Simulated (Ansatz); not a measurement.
# TiSi2 (Immm) in Ansatz: reference runs

Aim: a first look at TiSi2 with PBE, on the cell as given and on a disturbed one.

Program: Ansatz 0.2.0. These are calculated values, not measurements. Logs are shortened: lines on timing, memory, paths and dates and some standing lists are left out, and cuts for length are marked.

## (1) The crystal as given

Symmetry: Immm, No. 71, orthorhombic system. The conventional cell has a = 2.946 Å, b = 3.424 Å, c = 8.424 Å, α = 90.00°, β = 90.00°, γ = 90.00°. Ti (site symmetry mmm) is surrounded by 10 Si at 2.67 to 2.78 Å and 2 Ti at 2.95 Å. Around Si (site symmetry mm2) lie 7 Si at 2.63 to 2.95 Å and 5 Ti at 2.67 to 2.78 Å.

The cell comes from a database or a generator and needn't be the stable form of this composition.

## (2) Single point, PBE

input.yaml

```yaml
crystal:
  lattice:
    - [-1.472872, 1.71213, 4.212083]
    - [1.472872, -1.71213, 4.212083]
    - [1.472872, 1.71213, -4.212083]
  atoms:
    - { symbol: Ti, position: [0.0, 0.0, 0.0] }
    - { symbol: Si, position: [0.670078, 0.670078, 0.0] }
    - { symbol: Si, position: [0.329922, 0.329922, 0.0] }
kpoints:
  mp_grid: { grid: [12, 12, 12] }
scf:
  occupations: { method: fermi_dirac, width: 0.05 }
hamiltonian:
  xc: pbe
  pseudopotentials: { kind: all_electron, lapw: { basis_error: 0.001 } }
output:
  forces: true
  stress: true
  eigenvalues: true
  populations: true
```

Potentials or basis: all-electron LAPW, scalar-relativistic.

Started as:

```
ansatz run input.yaml --threads 2 --pin off --max-ram 6144MiB --backend cpu --events-out ev --progress --plain --runs-dir out
```

The log of the run:

```text
Warning: RAYON_NUM_THREADS=2 ignored (pool sized by the plan → 2); use --threads N
Ti: projections on atomic orbitals take those of the free atom 1s2 2s2 2p6 3s2 3p6 3d2 4s2, of charge +0.00 (hamiltonian.pseudopotentials.projection_atoms)
Si: projections on atomic orbitals take those of the free atom 1s2 2s2 2p6 3s2 3p2, of charge +0.00 (hamiltonian.pseudopotentials.projection_atoms)
LAPW: plane waves up to 7.563 Å⁻¹, error target 1.0e-3 eV per atom; small_component_spin mean_spin; Si in spheres of 1.202 Å, 12 of its electrons in bands, Dirac shells []; Ti in spheres of 1.473 Å, 12 of its electrons in bands, Dirac shells [] (how accurate: hamiltonian.pseudopotentials.lapw.basis_error, Limitations)
Engine: ansatz 0.2.0, aarch64-unknown-linux-gnu
Pseudopotentials: kind: all_electron
Pseudopotential: Ti, LAPW, valence charge 12, lapw/all_electron/scalar/gaussian/Ti, Koelling and Harmon's equation, gaussian nucleus
Pseudopotential: Si, LAPW, valence charge 12, lapw/all_electron/scalar/gaussian/Si, Koelling and Harmon's equation, gaussian nucleus
Functional definition: PBE
  parameter kappa = 0.804
  parameter beta = 0.06672455060314922
  exchange = pbe_x(kappa = kappa, mu = beta*pi^2/3)
  correlation = pbe_c(beta = beta)
Crystal: 3 atoms, lattice volume = 42.487 Å³
Basis set: ecut = 217.9041533851724 eV, 317 PW (Γ), FFT grids on a1+a3, a2+a3, a3, exchange–correlation at level 2
Bands: 22, of which v1, the nominal top of the filled ones, is band 18 counted from 1 (17 counted from 0)
Symmetry: 8 space group operations
Space group: Immm (ITA 71), of the structure as read, at distance tolerance 3.5e-5 Å
k-points: 280 of 1728
Non-local potential: Ti, projectors of the file, none
Non-local potential: Si, projectors of the file, none
Initial density: superposition of atomic densities (chi_scale 0.1, normalization cell, long waves kept (reshape's long-wave potential 0.00 eV rms))
Initial wavefunctions: plane waves of lowest kinetic energy (no species holds an atomic orbital)
Functional: x = pbe(κ = 0.804, μ = 0.2195149727645171), c = pbe(β = 0.06672455060314922)
iter 1 solved again at ethr=9.62e-4 eV; its pass at ethr=1.00e-1 eV (dr2=3.46e-1 eV) is discarded
SCF iter   1: F=—  HF=-39019.279612 eV  |F-HF|=—  |Δ(HF+E_count)|=         —  Δρ=2.27e-2  dr2=3.45e-1  ethr=9.62e-4  ⟨swp⟩=2.4  Hψ=42936  notcnv=0
preconditioner: auto → Kerker (q_TF=auto, 2.654 Å⁻¹)  [metal: Δε(μ)=0.021 eV  Ē_g=6.691 eV  σ=0.050 eV  W_gap=0.10  n_scr=10 (ndim 8)  ℏωp=19.7 eV  f_vac=0.000  D(μ)=1.32/eV (n_scr^D=10)]
SCF iter   2: F=—  HF=-39019.161266 eV  |F-HF|=—  |Δ(HF+E_count)|=   1.18e-1  Δρ=1.93e-2  dr2=4.21e-1  ethr=9.59e-4  ⟨swp⟩=2.3  Hψ=18845  notcnv=0
iter 3 solved again at ethr=7.25e-5 eV; its pass at ethr=9.59e-4 eV (dr2=2.61e-2 eV) is discarded
SCF iter   3: F=—  HF=-39019.105765 eV  |F-HF|=—  |Δ(HF+E_count)|=   5.55e-2  Δρ=8.84e-3  dr2=2.60e-2  ethr=7.25e-5  ⟨swp⟩=2.0  Hψ=32095  notcnv=0
SCF iter   4: F=—  HF=-39019.053416 eV  |F-HF|=—  |Δ(HF+E_count)|=   5.23e-2  Δρ=3.96e-3  dr2=1.38e-2  ethr=7.23e-5  ⟨swp⟩=2.7  Hψ=19245  notcnv=0
SCF iter   5: F=—  HF=-39019.050361 eV  |F-HF|=—  |Δ(HF+E_count)|=         —  Δρ=5.94e-4  dr2=2.96e-4  ethr=3.84e-5  ⟨swp⟩=2.4  Hψ=17910  notcnv=0
the basis was enlarged: its passes take 276.2 KiB over the memory plan, 2 of 2 planned eigensolver slots
SCF iter   6: F=—  HF=-39019.050277 eV  |F-HF|=—  |Δ(HF+E_count)|=   8.34e-5  Δρ=2.21e-4  dr2=2.96e-5  ethr=8.22e-7  ⟨swp⟩=2.3  Hψ=17853  notcnv=0
SCF iter   7: F=—  HF=-39019.050274 eV  |F-HF|=—  |Δ(HF+E_count)|=   3.34e-6  Δρ=4.46e-5  dr2=8.23e-7  ethr=8.23e-8  ⟨swp⟩=2.0  Hψ=17746  notcnv=0
SCF iter   8: F=—  HF=-39019.050274 eV  |F-HF|=—  |Δ(HF+E_count)|=   7.84e-8  Δρ=2.08e-5  dr2=3.88e-7  ethr=2.29e-9  ⟨swp⟩=2.6  Hψ=17984  notcnv=0
SCF iter   9: F=-39019.050274 eV  HF=-39019.050274 eV  |F-HF|=2.94e-8  |Δ(HF+E_count)|=   8.76e-8  Δρ=5.48e-6  dr2=2.45e-8  ethr=1.08e-9  ⟨swp⟩=2.0  Hψ=17739  notcnv=0
SCF 1 converged in 9 iterations: F = -39019.050274 eV  dr2 = 2.45e-8
SCF converged after 9 iterations
Free energy (F): -39019.050274 eV
Harris-Foulkes:  -39019.050274 eV  (|F-HF|=2.94e-8)
Internal energy: -39019.039048 eV  (E = F + TS)
E sigma→0 (E₀):  -39019.044661 eV
Entropy (-TS):   -0.011226 eV (-3.742 meV/atom)
Fermi energy:    13.758142 eV
--- Per-component energies (eV) ---
  E_band       = -1479.450210
  E_kinetic    = 39286.991133
  E_xc         = -2287.367502
  E_electrostatic = -76018.662679  (all electrons and nuclei)
  E_smearing   = -0.011226  (= −TS)
  E_closure    = 0.000000  (closes the sum)
  E_atoms      = -39000.334816  (free atoms, spherical and without spin; not in F)
  Σ components = -39019.050274   (vs F -39019.050274, Δ=0.00e0)
  Basis errors (estimates in eV, not in F): energy 2.0e-4 per atom: plane waves 1.6e-4 (8.5e-5 summed), levels above the bands 6.0e-33, relativity 4.8e-9, radial functions 3.9e-5, core shells 1.4e-8; eigenvalues (radial functions only) 1.3e-6; not estimated: angular momenta, meshes, grids; target (lapw.basis_error) 1.0e-3; muffin-tin radii Si 1.202 Å, Ti 1.473 Å
--- Forces (eV/Å), atoms counted from 1 ---
  atom   1  Ti     0.00000000     0.00000000     0.00000000
  atom   2  Si     0.00000000     0.00000000    -0.01541638
  atom   3  Si    -0.00000000     0.00000000     0.01541638
  max |Σ_I F_I| component: 5.67e-31 eV/Å
--- Stress (GPa, compression-positive) ---
        0.861096      -0.000000       0.000000
       -0.000000       0.169081      -0.000000
        0.000000      -0.000000      -0.239050
  P = ⅓ Tr σ = 0.2637 GPa (2.637 kbar)
--- Band table (eV; the first three rows and the last of 280) ---
  k-point 0: bands = ["-120.2570", "-120.2555", "-76.3264", "-76.3227", "-76.2947", "-76.2906", "-76.2900", "-76.2846", "-42.4871", "-18.8244", "-18.8011", "-18.5538", "1.1893", "9.0118", "9.6029", "11.6053", "13.1338", "14.5215", "15.8018", "16.1678", "16.8829", "17.5260"]
  k-point 1: bands = ["-120.2570", "-120.2556", "-76.3264", "-76.3229", "-76.2946", "-76.2910", "-76.2895", "-76.2847", "-42.4843", "-18.8210", "-18.8049", "-18.5765", "1.3972", "9.1847", "9.5109", "11.4140", "13.1129", "13.9953", "15.3720", "16.0097", "17.3801", "17.4734"]
  k-point 2: bands = ["-120.2568", "-120.2557", "-76.3263", "-76.3236", "-76.2944", "-76.2915", "-76.2887", "-76.2851", "-42.4764", "-18.8146", "-18.8118", "-18.6379", "2.0104", "9.2505", "9.6131", "11.0325", "12.9776", "13.0732", "14.2211", "16.3212", "17.3253", "17.7159"]
  k-point 279: bands = ["-120.2569", "-120.2556", "-76.3265", "-76.3226", "-76.2936", "-76.2917", "-76.2901", "-76.2845", "-42.4869", "-18.8345", "-18.8018", "-18.5541", "2.3349", "4.9202", "12.4492", "12.5028", "13.4067", "14.2102", "15.7371", "16.2221", "16.2222", "17.4285"]
--- Löwdin populations: 3 sites ---
  site symbol       q [e]
     0     Ti     21.5686
     1     Si     14.0991
     2     Si     14.0991
  spilling = 0.004666 (of n_electrons = 50.000000)
```

It took 36 s on 2 threads of Arm Neoverse V1, shared host; peak memory 0.8 GiB.

Results:

* Free energy: -39019.0503 eV
* Pressure: 0.3 GPa
* Largest force: 0.015 eV/Å
* Band gap on the k mesh: none (metal or under the smearing width)

Forces in eV/Å, atoms in the order of the input:
```
Ti   0.000  0.000  0.000
Si   0.000  0.000 -0.015
Si   0.000  0.000  0.015
```

Levels at points of the mesh, in eV from the Fermi level:
| k point | band 15 | band 16 | band 17 | band 18 | band 19 | band 20 | band 21 | band 22 |
| --- | --- | --- | --- | --- | --- | --- | --- | --- |
| (0.00, 0.00, 0.00) | -4.16 | -2.15 | -0.62 | 0.76 | 2.04 | 2.41 | 3.12 | 3.77 |
| (0.00, 0.00, -0.50) | -5.06 | -4.68 | -2.89 | -1.30 | -0.65 | 2.72 | 2.90 | 3.12 |
| (0.00, -0.50, 0.00) | -3.61 | -3.39 | -0.94 | -0.43 | 0.97 | 2.78 | 3.36 | 3.99 |
| (0.00, -0.50, -0.50) | -4.34 | -3.76 | -0.69 | 0.96 | 2.05 | 2.58 | 3.51 | 4.02 |
| (-0.50, -0.50, -0.50) | -1.31 | -1.26 | -0.35 | 0.45 | 1.98 | 2.46 | 2.46 | 3.67 |

## (3) Single point, PBE (atoms moved at random, drawn with an rms of 0.05 Å)

input.yaml, as its differences from that of step 2:

```diff
@@ -6,5 +6,5 @@
   atoms:
-    - { symbol: Ti, position: [0.0, 0.0, 0.0] }
-    - { symbol: Si, position: [0.670078, 0.670078, 0.0] }
-    - { symbol: Si, position: [0.329922, 0.329922, 0.0] }
+    - { symbol: Ti, position: [-0.006372, 0.002443, 0.006293] }
+    - { symbol: Si, position: [0.683299, 0.667575, 0.014115] }
+    - { symbol: Si, position: [0.337053, 0.315485, -0.005123] }
 kpoints:
```

Potentials or basis: all-electron LAPW, scalar-relativistic.

Started as:

```
ansatz run input.yaml --threads 2 --pin off --max-ram 6144MiB --backend cpu --events-out ev --progress --plain --runs-dir out
```

The log of the run:

```text
Warning: RAYON_NUM_THREADS=2 ignored (pool sized by the plan → 2); use --threads N
Ti: projections on atomic orbitals take those of the free atom 1s2 2s2 2p6 3s2 3p6 3d2 4s2, of charge +0.00 (hamiltonian.pseudopotentials.projection_atoms)
Si: projections on atomic orbitals take those of the free atom 1s2 2s2 2p6 3s2 3p2, of charge +0.00 (hamiltonian.pseudopotentials.projection_atoms)
LAPW: plane waves up to 7.721 Å⁻¹, error target 1.0e-3 eV per atom; small_component_spin mean_spin; Si in spheres of 1.163 Å, 12 of its electrons in bands, Dirac shells []; Ti in spheres of 1.439 Å, 12 of its electrons in bands, Dirac shells [] (how accurate: hamiltonian.pseudopotentials.lapw.basis_error, Limitations)
Engine: ansatz 0.2.0, aarch64-unknown-linux-gnu
Pseudopotentials: kind: all_electron
Pseudopotential: Ti, LAPW, valence charge 12, lapw/all_electron/scalar/gaussian/Ti, Koelling and Harmon's equation, gaussian nucleus
Pseudopotential: Si, LAPW, valence charge 12, lapw/all_electron/scalar/gaussian/Si, Koelling and Harmon's equation, gaussian nucleus
Functional definition: PBE
  parameter kappa = 0.804
  parameter beta = 0.06672455060314922
  exchange = pbe_x(kappa = kappa, mu = beta*pi^2/3)
  correlation = pbe_c(beta = beta)
Crystal: 3 atoms, lattice volume = 42.487 Å³
Basis set: ecut = 227.139107172644 eV, 337 PW (Γ), FFT grids on a1+a3, a2+a3, a3, exchange–correlation at level 2
Bands: 22, of which v1, the nominal top of the filled ones, is band 18 counted from 1 (17 counted from 0)
Symmetry: 1 space group operations
Space group: P1 (ITA 1), of the structure as read, at distance tolerance 3.5e-5 Å
k-points: 868 of 1728 (time reversal used)
Non-local potential: Ti, projectors of the file, none
Non-local potential: Si, projectors of the file, none
Initial density: superposition of atomic densities (chi_scale 0.1, normalization cell, long waves kept (reshape's long-wave potential 0.00 eV rms))
Initial wavefunctions: plane waves of lowest kinetic energy (no species holds an atomic orbital)
Functional: x = pbe(κ = 0.804, μ = 0.2195149727645171), c = pbe(β = 0.06672455060314922)
iter 1 solved again at ethr=1.08e-3 eV; its pass at ethr=1.00e-1 eV (dr2=3.87e-1 eV) is discarded
SCF iter   1: F=—  HF=-39019.264859 eV  |F-HF|=—  |Δ(HF+E_count)|=         —  Δρ=2.44e-2  dr2=3.87e-1  ethr=1.08e-3  ⟨swp⟩=2.2  Hψ=132435  notcnv=0
preconditioner: auto → Kerker (q_TF=auto, 2.654 Å⁻¹)  [metal: Δε(μ)=0.001 eV  Ē_g=6.688 eV  σ=0.050 eV  W_gap=0.01  n_scr=10 (ndim 8)  ℏωp=19.7 eV  f_vac=0.000  D(μ)=1.31/eV (n_scr^D=10)]
SCF iter   2: F=—  HF=-39019.142458 eV  |F-HF|=—  |Δ(HF+E_count)|=   1.22e-1  Δρ=1.99e-2  dr2=4.36e-1  ethr=1.07e-3  ⟨swp⟩=2.2  Hψ=57445  notcnv=0
iter 3 solved again at ethr=1.00e-4 eV; its pass at ethr=1.07e-3 eV (dr2=3.61e-2 eV) is discarded
SCF iter   3: F=—  HF=-39019.072066 eV  |F-HF|=—  |Δ(HF+E_count)|=   7.04e-2  Δρ=9.28e-3  dr2=3.59e-2  ethr=1.00e-4  ⟨swp⟩=2.0  Hψ=98120  notcnv=0
SCF iter   4: F=—  HF=-39019.031875 eV  |F-HF|=—  |Δ(HF+E_count)|=   4.02e-2  Δρ=3.76e-3  dr2=1.16e-2  ethr=9.96e-5  ⟨swp⟩=2.2  Hψ=57518  notcnv=0
SCF iter   5: F=—  HF=-39019.029228 eV  |F-HF|=—  |Δ(HF+E_count)|=         —  Δρ=4.36e-4  dr2=8.75e-5  ethr=3.22e-5  ⟨swp⟩=2.8  Hψ=55303  notcnv=0
the basis was enlarged: its passes take 229.7 KiB over the memory plan, 2 of 2 planned eigensolver slots
SCF iter   6: F=—  HF=-39019.029195 eV  |F-HF|=—  |Δ(HF+E_count)|=   3.30e-5  Δρ=1.97e-4  dr2=2.12e-5  ethr=2.43e-7  ⟨swp⟩=3.0  Hψ=56624  notcnv=0
SCF iter   7: F=—  HF=-39019.029192 eV  |F-HF|=—  |Δ(HF+E_count)|=   2.90e-6  Δρ=3.43e-5  dr2=4.00e-7  ethr=5.89e-8  ⟨swp⟩=2.0  Hψ=54085  notcnv=0
SCF iter   8: F=—  HF=-39019.029192 eV  |F-HF|=—  |Δ(HF+E_count)|=   3.81e-8  Δρ=1.16e-5  dr2=1.07e-7  ethr=1.11e-9  ⟨swp⟩=2.6  Hψ=54814  notcnv=0
SCF iter   9: F=-39019.029192 eV  HF=-39019.029192 eV  |F-HF|=2.98e-8  |Δ(HF+E_count)|=   1.03e-8  Δρ=4.80e-6  dr2=2.03e-8  ethr=2.98e-10  ⟨swp⟩=2.0  Hψ=54073  notcnv=0
SCF 1 converged in 9 iterations: F = -39019.029192 eV  dr2 = 2.03e-8
SCF converged after 9 iterations
Free energy (F): -39019.029192 eV
Harris-Foulkes:  -39019.029192 eV  (|F-HF|=2.98e-8)
Internal energy: -39019.018129 eV  (E = F + TS)
E sigma→0 (E₀):  -39019.023660 eV
Entropy (-TS):   -0.011063 eV (-3.688 meV/atom)
Fermi energy:    13.755399 eV
--- Per-component energies (eV) ---
  E_band       = -1479.437426
  E_kinetic    = 39287.189702
  E_xc         = -2287.398597
  E_electrostatic = -76018.809235  (all electrons and nuclei)
  E_smearing   = -0.011063  (= −TS)
  E_closure    = 0.000000  (closes the sum)
  E_atoms      = -39000.334816  (free atoms, spherical and without spin; not in F)
  Σ components = -39019.029192   (vs F -39019.029192, Δ=0.00e0)
  Basis errors (estimates in eV, not in F): energy 2.8e-4 per atom: plane waves 2.3e-4 (1.2e-4 summed), levels above the bands 5.2e-33, relativity 9.3e-9, radial functions 4.4e-5, core shells 2.8e-8; eigenvalues (radial functions only) 1.1e-6; not estimated: angular momenta, meshes, grids; target (lapw.basis_error) 1.0e-3; muffin-tin radii Si 1.163 Å, Ti 1.439 Å
--- Forces (eV/Å), atoms counted from 1 ---
  atom   1  Ti    -0.26853039     0.37870482     0.27165123
  atom   2  Si     0.04324243    -0.26538640    -0.11112649
  atom   3  Si     0.22528841    -0.11332035    -0.16053136
  max |Σ_I F_I| component: 6.63e-6 eV/Å
--- Stress (GPa, compression-positive) ---
        1.119159      -0.085710      -0.203507
       -0.085710       0.488759       0.072367
       -0.203507       0.072367       0.022234
  P = ⅓ Tr σ = 0.5434 GPa (5.434 kbar)
--- Band table (eV; the first three rows and the last of 868) ---
  k-point 0: bands = ["-120.2681", "-120.2418", "-76.3374", "-76.3091", "-76.3050", "-76.2985", "-76.2807", "-76.2694", "-42.4854", "-18.8234", "-18.8008", "-18.5532", "1.1942", "8.9976", "9.6013", "11.6156", "13.1171", "14.5263", "15.7943", "16.1468", "16.8875", "17.5369"]
  k-point 1: bands = ["-120.2681", "-120.2418", "-76.3375", "-76.3093", "-76.3050", "-76.2985", "-76.2807", "-76.2695", "-42.4826", "-18.8200", "-18.8046", "-18.5760", "1.4021", "9.1684", "9.5116", "11.4240", "13.0958", "14.0019", "15.3642", "16.0055", "17.3476", "17.4978"]
  k-point 2: bands = ["-120.2681", "-120.2417", "-76.3377", "-76.3097", "-76.3048", "-76.2984", "-76.2807", "-76.2695", "-42.4747", "-18.8146", "-18.8106", "-18.6374", "2.0151", "9.2437", "9.6058", "11.0400", "12.9775", "13.0646", "14.2211", "16.3151", "17.3169", "17.7184"]
  k-point 867: bands = ["-120.2681", "-120.2418", "-76.3374", "-76.3091", "-76.3050", "-76.2985", "-76.2808", "-76.2694", "-42.4852", "-18.8335", "-18.8015", "-18.5535", "2.3455", "4.9071", "12.3487", "12.6047", "13.4037", "14.2056", "15.7224", "16.1592", "16.3053", "17.4108"]
--- Löwdin populations: 3 sites ---
  site symbol       q [e]
     0     Ti     21.5702
     1     Si     14.0986
     2     Si     14.0983
  spilling = 0.004658 (of n_electrons = 50.000000)
```

It took 3.3 min on 2 threads of Arm Neoverse V1, shared host; peak memory 1.7 GiB.

Results:

```
Free energy            : -39019.0292 eV
Pressure               : 0.5 GPa
Largest force          : 0.538 eV/Å
Band gap on the k mesh : none (metal or under the smearing width)
```

Forces in eV/Å, atoms in the order of the input:
```
Ti  -0.269  0.379  0.272
Si   0.043 -0.265 -0.111
Si   0.225 -0.113 -0.161
```

(Part 1 of 2 ends here.)
